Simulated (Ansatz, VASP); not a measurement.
# Al26N27 (V_Al) in two plane-wave programs

Wanted: the spread between two codes on one cell, functional and k mesh. The cell is taken from a series of runs on this material, whose earlier steps may have relaxed, scaled, displaced or heated it; both programs get it as it stands.

Calculated with Ansatz 0.2.0; plane waves, with VASP 6.6.1 beside it; single point at r2SCAN.

### Step 1. Set-up

The cell holds 53 atoms: 26 Al and 27 N. Cell: a = 9.269 Å, b = 9.269 Å, c = 9.269 Å, α = 60.0°, β = 60.0°, γ = 60.0°. It derives from AlN (AlN (F-43m)). Nearest the centre at fractional (0.333, 0.667, 0.667): N43 at 2.11 Å, N44 at 2.15 Å, N41 at 2.21 Å, N35 at 2.23 Å, Al16 at 3.09 Å, Al17 at 3.09 Å, Al11 at 3.09 Å, Al12 at 3.09 Å.

As a file:

```xyz
53
Lattice="0.0000 6.5542 6.5542 6.5542 0.0000 6.5542 6.5542 6.5542 0.0000" Properties=species:S:1:pos:R:3 pbc="T T T"
Al   13.0978    6.5546    6.5608
Al    8.7322    2.1848    6.5580
Al    4.3743    4.3528    0.0404
Al    8.7291    6.5534    2.1839
Al    4.3638    2.1872    2.1934
Al    6.5328    4.3655    2.1899
Al    4.3818    0.0345    4.3510
Al    6.5339    2.1875    4.3863
Al    8.6828   10.8938   10.8954
Al    6.5502    2.1883    8.7281
Al    2.2332    4.3775    2.1978
Al    4.3598    6.5282    2.2014
Al    2.2215    2.2066    4.3563
Al    4.3653    4.3675    4.3866
Al    6.5229    6.5176    4.3470
Al    4.3651    2.1938    6.5562
Al    6.5481    4.3708    6.5365
Al    6.5617    4.3846   10.9248
Al    2.1771    6.5576    4.3813
Al   10.9105    8.7275   10.9210
Al    8.7287   10.9255    6.5616
Al    4.3617    6.5570    6.5591
Al    6.5335    8.7521    6.5994
Al    4.3675    4.3735    8.7251
Al    6.5518    6.6046    8.7522
Al    8.6868    8.7383    8.7529
N     1.0876    1.0957    1.0979
N     3.2789    3.2778    1.1015
N     5.4495    5.4619    1.1000
N     3.2729    1.0954    3.2816
N     5.4518    3.2800    3.2909
N     7.6328    5.4586    3.2727
N     5.4456    1.0938    5.4758
N     7.6381    3.2781    5.4676
N    10.0031    5.2547    5.2581
N     1.0863    3.2932    3.2710
N     3.2825    5.4627    3.3045
N     5.4568    7.6593    3.2729
N     3.2731    3.2802    5.4758
N     5.4594    5.4668    5.4703
N     7.4553    7.8271    5.2783
N     5.4681    3.2899    7.6489
N     7.5323    5.3535    7.7968
N     9.9525    7.7918    7.8265
N     1.0857    5.4664    5.4728
N     3.2761    7.6544    5.4698
N     5.4615    9.8346    5.4436
N     3.2725    5.4664    7.6533
N     5.4551    7.6568    7.6570
N     7.6310    9.8379    7.6576
N     5.4712    5.4604    9.8226
N     7.6308    7.6605    9.8600
N     9.8396    9.8274    9.8224
```

### Step 2. Ansatz: single point, r2SCAN

Ansatz runs on its PAW soft_1 files.

With cell and atoms fixed, the geometry can't cause a difference; cores, projectors, grids and the points listed under the comparison can.

File input.yaml:

```yaml
crystal:
  checkpoint: "../qp1.relax_smeared.run"
  host: checkpoint
basis:
  ecutwfc: 500
  xc_grid: 2
hamiltonian:
  xc: r2scan
  pseudopotentials: { kind: paw, azcp: { folder: soft_1 } }
kpoints:
  mp_grid: { grid: [2, 2, 2], shift: [0.5, 0.5, 0.5] }
scf:
  occupations: { method: fermi_dirac, width: 0.01 }
  max_iter: 100
output:
  forces: true
  eigenvalues: true
  charged_corrections: { defect_position: [0.333333, 0.666667, 0.666667] }
checkpoint:
  read: "../qp1.relax_smeared.run"
  write: "../qp1.point_neutral.run"
  compress: false
  write_wavefunctions: false
  write_every: 100000
magnetization:
  spin_polarized: true
  initial_magnetization: 1
  spin_locking: { lock_magnetization: hard }
```

Command:

```
ansatz run input.yaml --threads 4 --pin off --max-ram 7536MiB --backend cpu --events-out ev --progress --plain --runs-dir out
```

Numbers of over 12 decimals in the logs are rounded to 6 here.

The log of the run:

```text
Warning: This run holds its total moment fixed (magnetization.spin_locking.lock_magnetization: hard) and mixes its density by anderson or broyden (scf.mixing.algorithm, typed or taken by auto). Slabs with a fixed moment have converged under broyden above another state at the same moment, at the default mixing steps and at smaller ones, and under scf.lower_state_search: standard, light or off a state that such a mixer [...]
checkpoint.read: neither the saved density nor the saved orbitals are used: the state is of another total charge, and does not settle where this run's electrons and spins go. The run starts from its atoms. Which states do: the manual's quickstart, A charge series.
crystal.checkpoint: the structure is that of <dir>, a `relax` run, at its step 6: its result, under r2scan at a charge of 1 e; 53 atoms read, 0 with a starting moment; this deck's charge is 0 e; no density is read with it (checkpoint.read); crystal.structure_sha256 for this input is
Engine: ansatz 0.2.0, aarch64-unknown-linux-gnu
Pseudopotentials: kind: paw
Pseudopotential: Al, paw, valence charge 3, recommended cutoff 500 eV (meta_gga), soft_1/Al.paw.azcp
Pseudopotential: N, paw, valence charge 5, recommended cutoff 500 eV (meta_gga), soft_1/N.paw.azcp
Functional definition: r2SCAN
  parameter k0 = 0.174
  parameter k1 = 0.065
  parameter a1 = 4.9479
  exchange = r2scan_x(k0 = k0, k1 = k1, a1 = a1)
  correlation = r2scan_c
Crystal: 53 atoms, lattice volume = 563.102 Å³
Basis set: ecut = 500 eV, 14331 PW (Γ), exchange–correlation on 144×144×144 points (8 copies of the dense FFT grid, shifted against one another)
Bands: 160, of which v1, the nominal top of the filled ones, is band 107 counted from 1 (106 counted from 0)
Symmetry: 1 space group operations
Space group: P1 (ITA 1), of the structure as read, at distance tolerance 8.3e-5 Å
Magnetic group: BNS 1.1 (UNI 1), of the structure as read, at distance tolerance 8.3e-5 Å
k-points: 4 of 8 (time reversal used)
Non-local potential: Al, projectors of the file, l = 0: 2, l = 1: 2, l = 2: 1
Non-local potential: N, projectors of the file, l = 0: 2, l = 1: 2, l = 2: 1
PAW form: soft (Blöchl's): semilocal exchange-correlation on the pseudo side does not see the compensation charge
PAW frozen core: Al, regenerated for the run's functional (the file was generated under x = pbe(κ = 0.804, μ = 0.219515), c = pbe(β = 0.066725))
PAW frozen core: N, regenerated for the run's functional (the file was generated under x = pbe(κ = 0.804, μ = 0.219515), c = pbe(β = 0.066725))
PAW one-centre angular grid: Al, 302 points (default); XC on 160 Gauss nodes
PAW one-centre angular grid: N, 302 points (default); XC on 160 Gauss nodes
Initial density: superposition of atomic densities (chi_scale 0.1, normalization cell, long waves kept (reshape's long-wave potential 0.09 eV rms))
Starting moments: Σ|m| = 1 μB on 53 of 53 sites
Initial wavefunctions: pseudopotential atomic-orbital guess
Functional: x = r2scan, c = r2scan; τ floored in thin density (d = 2e-4 eV/Å³)
SCF iter   1: F=—  HF=-24543.296741 eV  |F-HF|=—  |Δ(HF+E_count)|=         —  Δρ=6.68e-2 (↑6.66e-2 ↓6.68e-2)  dr2=1.21e2  dr2_τ=3.48e0  dr2_m=1.60e-1  M=1.000 μB ∫|m|=1.011 μB  β_m=1.20  ethr=3.10e-3  ⟨swp⟩=6.0  Hψ=5512  notcnv=0  defer=196
preconditioner: auto → Resta (q_TF=auto, 2.320 Å⁻¹)  ε∞=3.3  [insulator: Δε(μ)=0.107 eV  Ē_g=15.120 eV  σ=0.010 eV  W_gap=0.56  n_scr=112 (ndim 8)  ℏωp=22.8 eV  f_vac=0.000  D(μ)=16.15/eV (n_scr^D=112)  ε∞_Penn≈3.3]
spin=Collinear: Resta preconditioning applied to the charge; magnetization (m = ρ↑ − ρ↓) channel mixes plain (no charge-response kernel on spin).
SCF iter   2: F=—  HF=-24520.118196 eV  |F-HF|=—  |Δ(HF+E_count)|=    2.32e1  Δρ=3.76e-2 (↑3.76e-2 ↓3.61e-2)  dr2=3.86e1  dr2_τ=3.72e-1  dr2_m=3.25e-2  M=1.000 μB ∫|m|=1.128 μB  β_m=1.20  ethr=3.10e-3  ⟨swp⟩=3.0  Hψ=2403  notcnv=0  defer=384  κ⁻¹=1.0e0(r=1)
SCF iter   3: F=—  HF=-24517.751245 eV  |F-HF|=—  |Δ(HF+E_count)|=    2.37e0  Δρ=2.63e-2 (↑2.47e-2 ↓2.63e-2)  dr2=1.72e1  dr2_τ=4.57e-1  dr2_m=2.46e-2  M=1.000 μB ∫|m|=1.154 μB  β_m=1.20  ethr=3.10e-3  ⟨swp⟩=3.5  Hψ=2402  notcnv=0  defer=380  κ⁻¹=9.0e-1(r=2)
SCF iter   4: F=—  HF=-24516.970039 eV  |F-HF|=—  |Δ(HF+E_count)|=   7.81e-1  Δρ=1.83e-2 (↑1.83e-2 ↓1.71e-2)  dr2=6.40e0  dr2_τ=7.12e-2  dr2_m=1.33e-2  M=1.000 μB ∫|m|=1.150 μB  β_m=1.20  ethr=3.10e-3  ⟨swp⟩=2.4  Hψ=1809  notcnv=0  defer=381  κ⁻¹=6.9e-2(r=3)
[...]
atom   3  Al     0.06977555     0.22326634     0.06123093
  atom   4  N      0.09128385    -0.22042857     0.09798113
  atom   5  Al    -0.00105250    -0.07659584    -0.89810604
  atom   6  N     -0.00119265     0.03974087     0.10433854
  atom   7  Al     0.05839069     0.05428781     0.22517929
  atom   8  N      0.10602664     0.08665845    -0.20403269
  atom   9  Al    -0.07716324    -0.06702405    -0.07777146
  atom  10  N     -0.04236930    -0.04654097    -0.02786221
  atom  11  Al     0.13999041     0.13938596     0.03022718
  atom  12  N     -0.16929622    -0.13539308    -0.22268315
  atom  13  Al    -0.08511573    -0.79933789    -0.01082633
  atom  14  N      0.00870316     0.10550370     0.03953814
  atom  15  Al     0.12280930     0.06306637     0.12294194
  atom  16  N     -0.20109574    -0.26314918    -0.12445058
  atom  17  Al     0.69981907     0.13536520     0.13246936
  atom  18  N     -0.31042136     0.63510924     0.57165140
  atom  19  Al     0.12022917     0.31699330     0.45053144
  atom  20  N      0.47609563    -0.12368308    -0.00520424
  atom  21  Al    -0.96492239    -0.02066810    -0.14454171
  atom  22  N      0.08962228     0.05461352    -0.00467982
  atom  23  Al     0.49452533    -0.12889666     0.40716272
  atom  24  N     -0.31673586    -0.42732285    -0.36602052
  atom  25  Al    -0.86723136    -0.05856376    -0.04488801
  atom  26  N      0.10407133    -0.00640562     0.04983550
[...]
atom  46  Al    -0.08365733     0.00677471    -0.92075393
  atom  47  N      0.03451811    -0.01123173     0.08762833
  atom  48  Al     0.24748765     0.05229406     0.47712782
  atom  49  N     -0.12384728     0.45957660     0.01076409
  atom  50  Al     0.00772701    -0.90183035    -0.17059920
  atom  51  N      0.04436363     0.06614901    -0.00765961
  atom  52  Al    -0.03690537     0.57796053     0.49522219
  atom  53  N     -0.49970231    -0.31055426    -0.34957240
  max |Σ_I F_I| component: 2.15e-2 eV/Å
--- Band table (eV; the first three rows and the last of 8) ---
  k-point 0 ↑: bands = [... 103 lower, 6.1108, 6.1285, 6.7075, 6.8372, 7.8338, 11.5198, 11.6103, 11.6296, ... 49 higher]
  k-point 1 ↑: bands = [... 103 lower, 6.0568, 6.2255, 6.3867, 6.6707, 7.8997, 10.8807, 11.7531, 11.8457, ... 49 higher]
  k-point 2 ↑: bands = [... 103 lower, 6.0660, 6.2119, 6.2535, 6.7768, 7.8994, 10.8768, 11.7439, 11.8502, ... 49 higher]
  k-point 3 ↓: bands = [... 103 lower, 6.1712, 6.3659, 7.4916, 8.0220, 8.4586, 10.8834, 11.7524, 11.8629, ... 49 higher]
```

### Step 3. VASP: single point, r2SCAN

The same cell, functional, mesh and smearing now go to VASP, with its own data sets.

Lines of VASP's logs that name or quote its potential files are left out, and so is its time.

File INCAR:

```
SYSTEM = Al26N27
PREC = Accurate
ENCUT = 580
EDIFF = 1E-06
NELM = 200
ISMEAR = -1
SIGMA = 0.01
LREAL = Auto
ALGO = Normal
METAGGA = R2SCAN
LASPH = .TRUE.
NBANDS = 144
ISPIN = 2
MAGMOM = -0 0 -0 0 -0 -0 -0 -0 -0 -0 -0 0 -0 -0 -0 0 -0 -0 -0 -0 -0 0 -0 -0 -0 0 0 -0 -0 0 -0 0 -0 -0 0.43 0.06 -0 -0.02 -0 -0 0.43 -0.02 0.33 -0.53 -0 -0 0.07 0 -0 -0 0.06 -0 -0.03
LORBIT = 11
LWAVE = .FALSE.
LCHARG = .FALSE.
ISIF = 2
ISYM = 0
NUPDOWN = 1
GGA_COMPAT = .FALSE.
LMIXTAU = .TRUE.
KPAR = 4
```

File POSCAR:

```
Al26N27
1.0
    0.0000000000      6.5541898631      6.5541898631
    6.5541898631      0.0000000000      6.5541898631
    6.5541898631      6.5541898631      0.0000000000
Al N
26 27
Direct
    0.0013469440      0.9996597985      0.9987219472
    0.0008153966      0.9997663472      0.3325346509
    0.0014424668      0.0047252563      0.6626844715
    0.0006275950      0.3325836971      0.9992501866
    0.0012857235      0.3333733012      0.3324280418
    0.0017248684      0.3324047987      0.6643343569
    0.0002779554      0.6635663741      0.0049888166
    0.0030383937      0.6661974443      0.3307134341
    0.9998524020      0.6625071442      0.6622675563
    0.3330916642      0.9985922778      0.0007937613
    0.3312419115      0.0040793474      0.3366529301
    0.3333601091      0.0025234155      0.6626695378
    0.3311931168      0.3334613271      0.0054816410
    0.3348175666      0.3344707462      0.3315547940
    0.3312130885      0.3320240592      0.6632050398
    0.3345185977      0.6657923930      0.0002016627
    0.3325444812      0.6647490693      0.3343202376
    0.6673364861      0.9995128811      0.0016369055
    0.6684170129      0.0000598180      0.3321041277
    0.6665974789      0.9996721361      0.6649893948
    0.6681492798      0.3329813822      0.9987959031
    0.6678517199      0.3329015064      0.3325776420
    0.6726977556      0.3342009448      0.6626405437
    0.6660653092      0.6651549415      0.0012187161
    0.6717118901      0.6636501171      0.3359777084
    0.6716594337      0.6638060469      0.6615742761
    0.0843782967      0.0831390445      0.0827950575
    0.0839460373      0.0841201373      0.4161627043
    0.0848588751      0.0829740561      0.7484811117
    0.0842219318      0.4164617694      0.0829052722
    0.0853721446      0.4167267269      0.4150696595
    0.0838007957      0.4155352788      0.7490349770
    0.0857433802      0.7497166986      0.0811463657
    0.0844962901      0.7497230624      0.4156599548
    0.0388806720      0.7633744793      0.7628464135
    0.4178906223      0.0811784473      0.0845687684
    0.4184166777      0.0857682787      0.4150519078
    0.4177011876      0.0816547726      0.7509146654
    0.4182707154      0.4171931406      0.0821993904
    0.4178766392      0.4167504600      0.4162196615
    0.4310348753      0.3742975692      0.7631851879
    0.4173430950      0.7496876905      0.0846051158
    0.4285836116      0.7610122476      0.3882244238
    0.4322238763      0.7618997575      0.7565970957
    0.7516927730      0.0833205136      0.0823313453
    0.7512771355      0.0832681852      0.4165855257
    0.7488880134      0.0816688155      0.7516157274
    0.7512165441      0.4164816524      0.0828106804
    0.7520936850      0.4161734258      0.4161331958
    0.7525337394      0.4158199527      0.7484790561
    0.7485096219      0.7501592945      0.0846007958
    0.7544507733      0.7499234414      0.4143384552
    0.7483855059      0.7502514694      0.7510207939
```

File KPOINTS:

```
Points of the shifted mesh
8
Reciprocal
 0.2500000000  0.2500000000  0.2500000000 1
 0.2500000000  0.2500000000  0.7500000000 1
 0.2500000000  0.7500000000  0.2500000000 1
 0.2500000000  0.7500000000  0.7500000000 1
 0.7500000000  0.2500000000  0.2500000000 1
 0.7500000000  0.2500000000  0.7500000000 1
 0.7500000000  0.7500000000  0.2500000000 1
 0.7500000000  0.7500000000  0.7500000000 1
```

PAW data sets: Al and N (PBE family, release 64).

Command:

```
mpirun -np 8 vasp_std
```

The log of the run:

```text
[banner, memory and clock lines left out]
running    8 mpi-ranks, on    1 nodes
[...]
|                                                                             |
|           W    W    AA    RRRRR   N    N  II  N    N   GGGG   !!!           |
|           W    W   A  A   R    R  NN   N  II  NN   N  G    G  !!!           |
|           W    W  A    A  R    R  N N  N  II  N N  N  G       !!!           |
|           W WW W  AAAAAA  RRRRR   N  N N  II  N  N N  G  GGG   !            |
|           WW  WW  A    A  R   R   N   NN  II  N   NN  G    G                |
|           W    W  A    A  R    R  N    N  II  N    N   GGGG   !!!           |
|                                                                             |
|     For optimal performance we recommend to set                             |
|       NCORE = 2 up to number-of-cores-per-socket                            |
|     NCORE specifies how many cores store one orbital (NPAR=cpu/NCORE).      |
|     This setting can greatly improve the performance of VASP for DFT.       |
[...]
|                                                                             |
|     You enforced a specific xc type in the INCAR file but a different       |
|     [... a line on the potential file left out ...]
|     I HOPE YOU KNOW WHAT YOU ARE DOING!                                     |
|                                                                             |

 LDA part: xc-table for (None), standard interpolation
 POSCAR, INCAR and KPOINTS ok, starting setup
[...]
entering main loop
       N       E                     dE             d eps       ncg     rms          rms(c)
DAV:   1     0.873853457246E+03    0.87385E+03   -0.10902E+05  4608   0.150E+03
DAV:   2    -0.503379887767E+03   -0.13772E+04   -0.13201E+04  5744   0.302E+02
DAV:   3    -0.612327204342E+03   -0.10895E+03   -0.10773E+03  5464   0.918E+01
DAV:   4    -0.614179422365E+03   -0.18522E+01   -0.18463E+01  5440   0.125E+01
[...]
DAV:  19    -0.501290514285E+03   -0.10194E-03   -0.78831E-05  4888   0.384E-02    0.155E-02
DAV:  20    -0.501290515575E+03   -0.12904E-05   -0.28582E-05  4904   0.218E-02    0.769E-03
DAV:  21    -0.501290516450E+03   -0.87489E-06   -0.39183E-06  4872   0.563E-03
   1 F= -.50129052E+03 E0= -.50129052E+03  d E =-.115540E-05  mag=     1.0000
```

From OUTCAR (step 3):

```text
  FREE ENERGIE OF THE ION-ELECTRON SYSTEM (eV)
  ---------------------------------------------------
  free  energy   TOTEN  =      -501.2905164504 eV

  energy  without entropy=     -501.2905152950  energy(sigma->0) =     -501.29051587

 magnetization (x)
# of ion       s       p       d       tot
------------------------------------------
    1        0.000  -0.000   0.000  -0.000
    2       -0.000   0.000   0.000   0.000
    3       -0.002  -0.004   0.000  -0.006
    4       -0.000   0.000   0.000   0.000
    5       -0.000  -0.000   0.000  -0.000
    6       -0.000  -0.000   0.000  -0.000
    7       -0.002  -0.004   0.000  -0.006
    8       -0.000  -0.000   0.000  -0.000
    9       -0.003  -0.006   0.000  -0.009
   10       -0.000  -0.000   0.000  -0.000
   11       -0.002  -0.002   0.000  -0.003
   12        0.003   0.006   0.000   0.010
   13       -0.002  -0.003   0.000  -0.006
[...]
--------------------------------------------------
tot          0.021   0.695   0.000   0.716
```

The run ends at a pressure of 1.69 GPa, with forces up to 1.0 eV/Å.

### Step 4. Differences

Known differences besides the potentials themselves: VASP starts from the moments at which Ansatz ended; VASP keeps PBE cores, Ansatz makes them for the functional; the cutoff is 500 eV in Ansatz and 580 eV in VASP (PREC = Accurate, projectors in real space); site moments are counted in spheres of each program's own size. Total energies have different zeros and are not compared.

Compared:

| quantity | Ansatz | VASP | difference |
| --- | --- | --- | --- |
| total moment, fixed by the input (μB) | 1.00 | 1.00 | 0.00 |
| moment on N44 (μB) | -0.53 | -0.52 | -0.01 |
| moment on N35 (μB) | 0.43 | 0.43 | 0.00 |
| moment on N41 (μB) | 0.43 | 0.42 | +0.01 |
| moment on N43 (μB) | 0.33 | 0.32 | +0.02 |
| moment on N47 (μB) | 0.07 | 0.06 | +0.01 |
| moment on N36 (μB) | 0.06 | 0.05 | 0.00 |
| moment on N51 (μB) | 0.06 | 0.05 | 0.00 |

Forces on 8 of the 53 atoms, those with the largest forces and the largest differences (eV/Å; atoms numbered as in POSCAR):

| atom | Ansatz x, y, z | VASP x, y, z |
| --- | --- | --- |
| Al3 | -0.001, -0.077, -0.898 | 0.011, -0.098, -0.879 |
| Al7 | -0.085, -0.799, -0.011 | -0.063, -0.785, -0.032 |
| Al11 | -0.965, -0.021, -0.145 | -0.989, -0.013, -0.154 |
| Al13 | -0.867, -0.059, -0.045 | -0.859, -0.035, -0.069 |
| Al17 | 0.421, 0.416, 0.654 | 0.435, 0.431, 0.676 |
| Al23 | -0.084, 0.007, -0.921 | -0.106, 0.017, -0.907 |
| Al25 | 0.008, -0.902, -0.171 | 0.015, -0.926, -0.186 |
| N35 | -0.310, 0.635, 0.572 | -0.316, 0.641, 0.578 |

The forces differ by 9.2 meV/Å r.m.s., which is 3.0 % of the r.m.s. force of 0.301 eV/Å (both taken over all components).

### Step 5. Results

| Property | Result |
| --- | --- |
| r.m.s. force difference (single point, r2SCAN) | 3.0 % of the r.m.s. force |

What this shows: The r.m.s. force difference is 3.0 % of the r.m.s. force (single point, r2SCAN), at about the 3 % picked in this series as the mark of a large difference. Such differences can come from data sets, numerical settings and the points named under the comparisons, not from the functional's error against experiment.

[Lines on the potential files, build, host, timing and source positions are cut from VASP's logs without a mark.]

[Logs are printed without paths, hosts, clocks, repeated set-up lines and the standing remarks that a program may print on its own settings, such as how far it seeks lower states.]

[Hosts, paths, dates, database ids (printed as entryN), source tags and the programs' standing remarks are cut or masked in the printed files.]
